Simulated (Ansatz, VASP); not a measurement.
LiH: VASP beside Ansatz

INCAR

```
SYSTEM = LiH
PREC     = Accurate       ! precision mode
ENCUT    = 520            ! plane-wave cutoff, eV
EDIFF    = 1E-6           ! SCF threshold, eV
ISMEAR   = -1             ! smearing method
SIGMA    = 0.02           ! smearing width, eV
LREAL    = .FALSE.        ! projectors in reciprocal space
LASPH    = .TRUE.         ! aspherical terms in the spheres
NELM     = 60             ! most SCF steps
ALGO     = Normal         ! electronic algorithm
ISIF     = 2              ! what is computed and relaxed
LWAVE    = .FALSE.        ! write WAVECAR
LCHARG   = .FALSE.        ! write CHGCAR
GGA      = PE             ! functional
NBANDS   = 9              ! bands
```

File KPOINTS:

```
Automatic mesh
0
G
  10 10 10
  0 0 0
```

The input POSCAR:

```
LiH
1.0
    0.0000000000      1.9984726927      2.0692186260
    1.9984726927      0.0000000000      2.0692186260
    1.9984726927      1.9984726927      0.0000000000
Li H
1 1
Direct
    0.0000000000      0.0000000000      0.0000000000
    0.5000000000      0.5000000000      0.5000000000
```

Input for Ansatz:

```yaml
crystal:
  lattice:
    - [0.0, 1.9984726927, 2.069218626]
    - [1.9984726927, 0.0, 2.069218626]
    - [1.9984726927, 1.9984726927, 0.0]
  atoms:
    - { symbol: Li, position: [0.0, 0.0, 0.0] }
    - { symbol: H, position: [0.5, 0.5, 0.5] }
kpoints:
  mp_grid: { grid: [10, 10, 10] }
  band_path:
    path:
      - [0.0, 0.0, 0.0]
      - [0.5, 0.0, 0.5]
      - [0.625, 0.25, 0.625]
      - [0.375, 0.375, 0.75]
      - [0.5, 0.5, 0.5]
      - [0.5, 0.25, 0.75]
      - [0.0, 0.5, 0.5]
      - [0.5, 0.5, 0.0]
    npoints: 1
hamiltonian:
  xc: pbe
scf:
  occupations: { method: fermi_dirac, width: 0.02 }
  n_extra_bands: 4
output:
  forces: true
  stress: true
  eigenvalues: true
```

Change from the starting cell: uniaxial_z strain +3.5%.

Alike in both runs: task single point; functional PBE; k mesh 10 × 10 × 10; occupations fermi-dirac, width 0.02 eV; no spin polarisation.

|  | VASP | Ansatz |
| --- | --- | --- |
| version | VASP 6.6.1 | Ansatz 0.2.0 |
| potentials or method | VASP PAW PBE potentials, release 64 (Li_sv, H) | plane waves, PAW |
| plane-wave cutoff (eV) | 520 | 420 |
| valence electrons in the cell | 4 | 4 |

```csv
,VASP,Ansatz,Ansatz less VASP
gap on the k mesh at the Fermi level (eV),2.61,2.62,+0.006
```

With one functional, cell and mesh, what is left measures potentials, basis and numerics.

 A k mesh can miss the band edges.
